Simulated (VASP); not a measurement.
# CaB2 (P6/mmm) in VASP: equation of state, part 2 of 2

VASP 6.6.1.

### Step 3. Equation of state, PBE, 11.73 Å³/atom (volume scaled by 0.96)

File INCAR:

```
SYSTEM = CaB2
  PREC = Accurate
  ENCUT = 520
  EDIFF = 1E-7
  ISMEAR = -1
  SIGMA = 0.05
  LREAL = .False.
  LASPH = .True.
  NELM = 60
  ALGO = Normal
  ISIF = 2
  LWAVE = .False.
  LCHARG = .False.
  GGA = PE
  NBANDS = 15
```

File KPOINTS:

```
regular mesh
0
Gamma
  9 9 7
  0 0 0
```

File POSCAR:

```
CaB2
1.0
    3.1828245297      0.0000000000      0.0000000000
   -1.5914122648      2.7564068984      0.0000000000
    0.0000000000      0.0000000000      4.0124205046
Ca B
1 2
Direct
    0.0000000000      0.0000000000      0.0000000000
    0.6666666667      0.3333333333      0.5000000000
    0.3333333333      0.6666666667      0.5000000000
```

Potentials or basis: VASP PAW PBE potentials, release 64 (Ca_sv, B).

On the command line:

```console
cat potpaw_PBE.64/Ca_sv/POTCAR potpaw_PBE.64/B/POTCAR > POTCAR
mpirun -np 1 vasp_std > vasp.out
```

It took 14 s on 1 thread of Intel Xeon Platinum 8488C (Sapphire Rapids), shared host; peak memory 0.15 GiB.

Results (log left out):

```yaml
Free_energy: -15.7209 eV
Pressure: 5.2 GPa
Band_gap_on_the_k_mesh: none (metal or under the smearing width)
```

### Step 4. Equation of state, PBE, 11.98 Å³/atom (volume scaled by 0.98)

File INCAR:

```
SYSTEM = CaB2
  ALGO = Normal
  EDIFF = 1E-7
  ENCUT = 520
  GGA = PE
  ISIF = 2
  ISMEAR = -1
  LASPH = .True.
  LCHARG = .False.
  LREAL = .False.
  LWAVE = .False.
  NBANDS = 15
  NELM = 100
  PREC = Accurate
  SIGMA = 0.05
```

File KPOINTS:

```
k-points
0
Gamma
  9 9 7
  0 0 0
```

File POSCAR:

```
CaB2
1.0
    3.2047757373      0.0000000000      0.0000000000
   -1.6023878686      2.7754172019      0.0000000000
    0.0000000000      0.0000000000      4.0400932446
Ca B
1 2
Direct
    0.0000000000      0.0000000000      0.0000000000
    0.6666666667      0.3333333333      0.5000000000
    0.3333333333      0.6666666667      0.5000000000
```

On the command line:

```console
cat potpaw_PBE.64/Ca_sv/POTCAR potpaw_PBE.64/B/POTCAR > POTCAR
mpirun -np 1 vasp_std > vasp.out
```

Wall time 14 s (1 thread of Intel Xeon Platinum 8488C (Sapphire Rapids), shared host); peak memory 0.16 GiB.

It converged, with:

- Free energy: -15.7387 eV
- Pressure: 2.4 GPa
- Band gap on the k mesh: none (metal or under the smearing width)

### Step 5. Equation of state, PBE, 12.47 Å³/atom (volume scaled by 1.02)

File INCAR:

```
SYSTEM = CaB2
PREC = Accurate ; ENCUT = 520
EDIFF = 1E-7 ; ISMEAR = -1
SIGMA = 0.05 ; LREAL = .False.
LASPH = .True. ; NELM = 60
ALGO = Normal ; ISIF = 2
LWAVE = .False. ; LCHARG = .False.
GGA = PE ; NBANDS = 15
```

File KPOINTS:

```
Automatic mesh
0
Gamma
  9 9 7
  0 0 0
```

File POSCAR:

```
CaB2
1.0
    3.2477979950      0.0000000000      0.0000000000
   -1.6238989974      2.8126755700      0.0000000000
    0.0000000000      0.0000000000      4.0943291559
Ca B
1 2
Direct
    0.0000000000      0.0000000000      0.0000000000
    0.6666666667      0.3333333333      0.5000000000
    0.3333333333      0.6666666667      0.5000000000
```

Potentials or basis: VASP PAW PBE potentials, release 64 (Ca_sv, B).

On the command line:

```console
cat potpaw_PBE.64/Ca_sv/POTCAR potpaw_PBE.64/B/POTCAR > POTCAR
mpirun -np 1 vasp_std > vasp.out
```

OUTCAR:

```text
SYSTEM = CaB2
   PREC = Accurate
   ENCUT = 520
   EDIFF = 1E-7
   ISMEAR = -1
   LREAL = .False.
   LASPH = .True.
   NELM = 60
   ISIF = 2
   GGA = PE

 Found     48 irreducible k-points:

 Following reciprocal coordinates:
            Coordinates               Weight
  0.000000  0.000000  0.000000      1.000000
  0.111111  0.000000  0.000000      6.000000
  0.222222  0.000000  0.000000      6.000000
  0.333333  0.000000  0.000000      6.000000
  0.444444  0.000000  0.000000      6.000000
  0.111111  0.111111  0.000000      6.000000
[... 187 lines left out ...]
  --------------------------------------------------------------------------------------
  -------------------------------------------------------------------------------------
  Total       -0.6427499     -0.6427499     -0.3932218     -0.0000000      0.0000000      0.0000000
  in kB      -27.5334867    -27.5334867    -16.8444470     -0.0000000      0.0000000      0.0000000
  external PRESSURE =     -23.9704735 kB  Pullay stress =       0.0000000 kB

 VOLUME and BASIS-vectors are now :
 -----------------------------------------------------------------------------
  energy-cutoff  :      520.00
  volume of cell :       37.40
      direct lattice vectors                 reciprocal lattice vectors
     3.247797995  0.000000000  0.000000000     0.307900923  0.177766681  0.000000000
    -1.623898997  2.812675570  0.000000000     0.000000000  0.355533361  0.000000000
     0.000000000  0.000000000  4.094329156     0.000000000  0.000000000  0.244240256

 POSITION                                       TOTAL-FORCE (eV/Angst)
 -----------------------------------------------------------------------------------
      0.00000      0.00000      0.00000         0.000000      0.000000      0.000000
      1.62390      0.93756      2.04716        -0.000000      0.000000      0.000000
     -0.00000      1.87512      2.04716         0.000000     -0.000000      0.000000
 -----------------------------------------------------------------------------------
    total drift:                               -0.000000      0.000000      0.000000

  FREE ENERGIE OF THE ION-ELECTRON SYSTEM (eV)
  ---------------------------------------------------
  free  energy   TOTEN  =       -15.7388673613 eV

  energy  without entropy=      -15.7312087920  energy(sigma->0) =      -15.73503808
```

OSZICAR:

```text
N       E                     dE             d eps       ncg     rms          rms(c)
DAV:   1     0.937573136812E+02    0.93757E+02   -0.77859E+03  1440   0.104E+03
DAV:   2    -0.133016573714E+02   -0.10706E+03   -0.10097E+03  1741   0.259E+02
DAV:   3    -0.165584817332E+02   -0.32568E+01   -0.32160E+01  2087   0.431E+01
DAV:   4    -0.167020054932E+02   -0.14352E+00   -0.14348E+00  1915   0.763E+00
DAV:   5    -0.167032103982E+02   -0.12049E-02   -0.12047E-02  2049   0.795E-01    0.549E+00
DAV:   6    -0.158067789250E+02    0.89643E+00   -0.88414E-01  1797   0.588E+00    0.249E+00
DAV:   7    -0.157416384132E+02    0.65141E-01   -0.26833E-01  2118   0.301E+00    0.869E-01
DAV:   8    -0.157413241406E+02    0.31427E-03   -0.50709E-02  1877   0.201E+00    0.247E-01
DAV:   9    -0.157387701652E+02    0.25540E-02   -0.78639E-03  1850   0.735E-01    0.726E-02
DAV:  10    -0.157389037171E+02   -0.13355E-03   -0.11688E-03  1925   0.234E-01    0.642E-02
DAV:  11    -0.157389005014E+02    0.32157E-05   -0.17418E-05  1921   0.325E-02    0.582E-02
DAV:  12    -0.157388674745E+02    0.33027E-04   -0.13672E-04  1825   0.102E-01    0.965E-03
DAV:  13    -0.157388688205E+02   -0.13459E-05   -0.13340E-05  1725   0.250E-02    0.916E-03
DAV:  14    -0.157388682256E+02    0.59484E-06   -0.59600E-07  1874   0.626E-03    0.598E-03
DAV:  15    -0.157388670520E+02    0.11737E-05   -0.14485E-06  1867   0.107E-02    0.291E-03
DAV:  16    -0.157388673158E+02   -0.26382E-06   -0.13458E-07  1192   0.394E-03    0.685E-04
DAV:  17    -0.157388673613E+02   -0.45528E-07   -0.14407E-08   790   0.113E-03
   1 F= -.15738867E+02 E0= -.15735038E+02  d E =-.765857E-02
```

It took 15 s on 1 thread of Intel Xeon Platinum 8488C (Sapphire Rapids), shared host; peak memory 0.16 GiB.

Results:

| Quantity | Value |
| --- | --- |
| Free energy | -15.7389 eV |
| Pressure | -2.4 GPa |
| Band gap on the k mesh | none (metal or under the smearing width) |

### Step 6. Equation of state, PBE, 12.71 Å³/atom (volume scaled by 1.04)

File INCAR:

```
SYSTEM = CaB2
ALGO     = Normal         ! electronic algorithm
EDIFF    = 1E-7           ! SCF threshold, eV
ENCUT    = 520            ! plane-wave cutoff, eV
GGA      = PE             ! functional
ISIF     = 2              ! what is computed and relaxed
ISMEAR   = -1             ! smearing method
LASPH    = .TRUE.         ! aspherical terms in the spheres
LCHARG   = .FALSE.        ! write CHGCAR
LREAL    = .FALSE.        ! projectors in reciprocal space
LWAVE    = .FALSE.        ! write WAVECAR
NBANDS   = 15             ! bands
NELM     = 60             ! most SCF steps
PREC     = Accurate       ! precision mode
SIGMA    = 0.05           ! smearing width, eV
```

File KPOINTS:

```
k-points
0
G
  9 9 7
  0 0 0
```

File POSCAR:

```
CaB2
1.0
    3.2688881833      0.0000000000      0.0000000000
   -1.6344440916      2.8309402088      0.0000000000
    0.0000000000      0.0000000000      4.1209164538
Ca B
1 2
Direct
    0.0000000000      0.0000000000      0.0000000000
    0.6666666667      0.3333333333      0.5000000000
    0.3333333333      0.6666666667      0.5000000000
```

Potentials or basis: VASP PAW PBE potentials, release 64 (Ca_sv, B).

On the command line:

```console
cat potpaw_PBE.64/Ca_sv/POTCAR potpaw_PBE.64/B/POTCAR > POTCAR
mpirun -np 1 vasp_std > vasp.out
```

It took 16 s on 1 thread of Intel Xeon Platinum 8488C (Sapphire Rapids), shared host; peak memory 0.16 GiB.

Results (log left out):

```
Free energy            : -15.7234 eV
Pressure               : -4.5 GPa
Band gap on the k mesh : none (metal or under the smearing width)
```

### Step 7. Equation of state, PBE, 12.96 Å³/atom (volume scaled by 1.06)

File INCAR:

```
SYSTEM = CaB2
PREC     = Accurate       ! precision mode
ENCUT    = 520            ! plane-wave cutoff, eV
EDIFF    = 1E-7           ! SCF threshold, eV
ISMEAR   = -1             ! smearing method
SIGMA    = 0.05           ! smearing width, eV
LREAL    = .FALSE.        ! projectors in reciprocal space
LASPH    = .TRUE.         ! aspherical terms in the spheres
NELM     = 100            ! most SCF steps
ALGO     = Normal         ! electronic algorithm
ISIF     = 2              ! what is computed and relaxed
LWAVE    = .FALSE.        ! write WAVECAR
LCHARG   = .FALSE.        ! write CHGCAR
GGA      = PE             ! functional
NBANDS   = 15             ! bands
```

File KPOINTS:

```
Automatic mesh
0
G
  9 9 7
  0 0 0
```

File POSCAR:

```
CaB2
1.0
    3.2897096885      0.0000000000      0.0000000000
   -1.6448548442      2.8489721613      0.0000000000
    0.0000000000      0.0000000000      4.1471650370
Ca B
1 2
Direct
    0.0000000000      0.0000000000      0.0000000000
    0.6666666667      0.3333333333      0.5000000000
    0.3333333333      0.6666666667      0.5000000000
```

On the command line:

```console
cat potpaw_PBE.64/Ca_sv/POTCAR potpaw_PBE.64/B/POTCAR > POTCAR
mpirun -np 1 vasp_std > vasp.out
```

It took 15 s on 1 thread of Intel Xeon Platinum 8488C (Sapphire Rapids), shared host; peak memory 0.16 GiB.

Results (log left out):

```
Free energy            : -15.6987 eV
Pressure               : -6.4 GPa
Band gap on the k mesh : none (metal or under the smearing width)
```

### Step 8. Equation of state, PBE

No new run: the results of the series are fitted here.

What came out:

```yaml
Equilibrium_volume: 12.22 Å³/atom
Bulk_modulus_at_fixed_shape_and_positions: 121 GPa
Pressure_derivative_of_the_bulk_modulus: 3.7
```

Energy against volume, from the lowest point:
```
volume (Å³/atom)  energy (meV/atom)
          11.489              18.22
          11.734               7.82
          11.978               1.88
          12.223               0.00
          12.467               1.81
          12.712               6.98
          12.956              15.21
```

Caveat: the cell was scaled at fixed shape and fractional positions, which overstates the stiffness of a crystal with free parameters, most of all of layers and chains.
